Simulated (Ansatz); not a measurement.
This Ansatz 0.2.0 run on Mo needs a look.

The input input.yaml:

```yaml
crystal:
  lattice:
    - [-0.83811528, 0.83811528, 0.83811528]
    - [0.83811528, -0.83811528, 0.83811528]
    - [0.83811528, 0.83811528, -0.83811528]
  atoms:
    - { symbol: Mo, position: [0.0, 0.0, 0.0] }
hamiltonian:
  xc: lda
  pseudopotentials: { kind: paw }
kpoints:
  mp_grid: { grid: [12, 12, 12] }
scf:
  occupations: { method: fermi_dirac, width: 0.05 }
  max_iter: 75
output:
  forces: true
  stress: true
  eigenvalues: true
relax:
  f_tol: 0.01
  max_steps: 40
  cell: { stress_tol: 0.05 }
```

Potentials or basis: Ansatz PAW.

Launch:

```sh
$ ansatz run input.yaml --threads 2 --pin off --max-ram 5632MiB --backend cpu --events-out ev --progress --plain --runs-dir out
```

Output:

```text
Warning: RAYON_NUM_THREADS=2 ignored (pool sized by the plan → 2); use --threads N
The last accepted step is kept in <dir> (removed where the run ends without a failure and the disk answers)
[... 26 lines left out ...]
SCF iter   5: F=—  HF=-4674.657918 eV  |F-HF|=—  |Δ(HF+E_count)|=   1.04e-3  Δρ=3.26e-4  dr2=7.16e-7  ethr=2.28e-6  ⟨swp⟩=2.3  Hψ=1364  notcnv=0  defer=164
SCF iter   6: F=—  HF=-4674.657919 eV  |F-HF|=—  |Δ(HF+E_count)|=   7.71e-7  Δρ=1.09e-5  dr2=3.26e-10  ethr=7.14e-10  ⟨swp⟩=7.7  Hψ=5399  notcnv=0
SCF iter   7: F=-4674.657919 eV  HF=-4674.657919 eV  |F-HF|=0.00e0  |Δ(HF+E_count)|=  2.42e-10  Δρ=8.02e-7  dr2=4.40e-12  ethr=2.33e-12  ⟨swp⟩=1.0  Hψ=2385  notcnv=0
Error: refused after 7 iterations: one_centre_occupation = 2.14e0 (threshold 2.00e0); read on the Mo atom at site 0 (counted from 0), in its partial waves of l = 1. The loop had accepted its state. The figure is how many electrons the atom's PAW partial-wave expansion lays in one spin orbital inside its sphere. Of a state that the partial waves describe, at an atom whose sphere does not reach far into another's, it is at most what a level can hold: about one, and more with the corrected tetrahedra; the threshold leaves room over one. Most likely the run has filled a ghost state, a level that the dataset's projectors bind and the atom lacks (a dataset that is sound under one functional can have one under another), or spheres, of atoms or of an atom and its images, overlap so deeply that the expansion counts electrons twice. The SCF's residuals do not see that, and the energy, the forces and the levels can be wrong by many eV: no result is given. To try: another dataset for the element (`hamiltonian.pseudopotentials`: `source: ansatz` if the run read another table, another `kind`, or another file under `azcp`); where atoms stand so close that spheres overlap deeply, one of a smaller sphere or a norm-conserving one, and a check of the cell and the positions; where they do not, in a run that starts from atoms and not from what this one saved, a damped mixing, which may end on a state that leaves the ghost empty: `scf.mixing.preconditioner: none` with `scf.mixing.beta` at its default or smaller; at another step of the mixing, smaller or larger, or under a restart policy an SCF can converge to a state of higher free energy: the input reference at `scf.mixing.restart` says how to compare two converged runs, both of this deck on this dataset (the refused run is not one); this check reads filled levels alone, so hold a damped run's empty levels and gap against another dataset's. If no spheres overlap deeply and the dataset is of this program's library, report it, with the deck
```

**Question.** How did it end, and where is the flaw?

**Answer.** No converged result was reached. The input holds a flaw that was put in on purpose: a lattice far too small.
